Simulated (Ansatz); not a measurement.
GaN — Ga-71 NMR of the central transition

Cell: a COD entry, ions relaxed with PBE at fixed cell.

```cif
data_structure
_symmetry_space_group_name_H-M 'P 1'
_symmetry_Int_Tables_number 1
_cell_length_a 3.1800
_cell_length_b 3.1800
_cell_length_c 5.1660
_cell_angle_alpha 90.000
_cell_angle_beta 90.000
_cell_angle_gamma 120.000
_cell_volume 45.24
loop_
_atom_site_label
_atom_site_type_symbol
_atom_site_fract_x
_atom_site_fract_y
_atom_site_fract_z
_atom_site_occupancy
Ga1 Ga 0.33333 0.66667 0.00394 1
Ga2 Ga 0.66667 0.33333 0.50394 1
N3 N 0.33333 0.66667 0.38106 1
N4 N 0.66667 0.33333 0.88106 1
```

Sites (sets of like atoms) are named by element and the number of their first atom in this list.

Method: Kohn–Sham DFT in Ansatz, LDA, plane waves and PAW, scalar-relativistic, 420 eV cutoff, Γ-centred 11×11×6 k-points, Fermi–Dirac smearing 0.02 eV.

Ga-71 has I = 3/2 and Q = 107.0 mb (Pyykkö 2018); at 7.05 T its Larmor frequency is ν₀ = 91.8 MHz. Only the quadrupole interaction is simulated: positions count from each site's isotropic chemical shift, and J coupling is left out, as are shift anisotropy and dipolar coupling, which fast spinning averages.

Simulated pattern of one Ga site (fast magic-angle spinning, Gaussian broadening 0.01 kHz):

offset (kHz), height and a bar:
```
  -0.7842          0 
  -0.7611          0 
  -0.7380          4 #
  -0.7149          4 #
  -0.6918          3 #
  -0.6687          4 #
  -0.6456          4 #
  -0.6225          4 #
  -0.5994          5 #
  -0.5764          4 #
  -0.5533          5 #
  -0.5302          4 #
  -0.5071          5 ##
  -0.4840         16 #####
  -0.4609         75 #######################
  -0.4378         42 ############
  -0.4147         34 ##########
  -0.3916         31 #########
  -0.3685         29 #########
  -0.3454         28 ########
  -0.3223         27 ########
  -0.2992         27 ########
  -0.2762         27 ########
  -0.2531         28 #########
  -0.2300         30 #########
  -0.2069         32 ##########
  -0.1838         35 ###########
  -0.1607         41 ############
  -0.1376         54 ################
  -0.1145        100 ##############################
  -0.0914          4 #
  -0.0683          0
```

Q: Which |C_Q| and η does the pattern imply?

A: The pattern spans 0.646 kHz before broadening and its centre of gravity is at -0.302 kHz, which fixes P_Q; the places of the horns and steps fix η. That gives P_Q = 1.05 MHz, |C_Q| = 1.05 MHz and η = 0.00. The sign of C_Q can't be read from the pattern.

An axis of threefold or higher order runs through Ga, so V_zz lies along it and η is zero.

At this cell the principal stresses reach 5 GPa in size with LDA, which can matter for small gradients.

Hardware: 1 thread of Intel Xeon Platinum 8488C (Sapphire Rapids) (x86_64; 16 cores open to the job, memory cap 3.0 GiB, no GPU), a shared host with a load of 0.4 a core. Wall time 7.1 s, CPU time 6.6 s, peak memory 0.45 GiB.
